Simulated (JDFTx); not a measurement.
A run of JDFTx 1.7.0 (patched build) is set up as follows.

WS2.in

```
lattice \
    6.0093290763    -3.0046645382     0.0000000000 \
    0.0000000000     5.2042316397     0.0000000000 \
    0.0000000000     0.0000000000    23.6215765578
coords-type Lattice
ion W      0.6666666667     0.3333333333     0.7500000000 1
ion W      0.3333333333     0.6666666667     0.2500000000 1
ion S      0.6666666667     0.3333333333     0.3750000000 1
ion S      0.3333333333     0.6666666667     0.8750000000 1
ion S      0.6666666667     0.3333333333     0.1250000000 1
ion S      0.3333333333     0.6666666667     0.6250000000 1

ion-species pseudo/W.upf
ion-species pseudo/S.upf
elec-cutoff 37 296
elec-ex-corr gga-PBE
kpoint-folding 10 10 3
elec-smearing Fermi 0.0018374661
elec-n-bands 34
electronic-SCF nIterations 100 energyDiffThreshold 1e-09
electronic-minimize nIterations 30 energyDiffThreshold 1e-7
converge-empty-states yes
forces-output-coords Cartesian

dump-name run.$VAR
dump End Ecomponents EigStats BandEigs Kpoints Forces Stress ElecDensity Dtot KEdensity
```

Potentials or basis: PseudoDojo-SR-PBE-0.5-standard.

Run with:

```sh
$ jdftx -c 1 -i WS2.in -o WS2.out
```

Task: Predict the largest force.

Result: 0.137 eV/Å.

Task: Estimate the pressure.

Result: 2.3 GPa.

Stress tensor (GPa, compression positive):
```
1.65 0.00 0.00
0.00 1.65 0.00
0.00 0.00 3.52
```

Caveat: this functional lacks dispersion, which binds the layers, so the pressure and a relaxed spacing across them are unreliable.
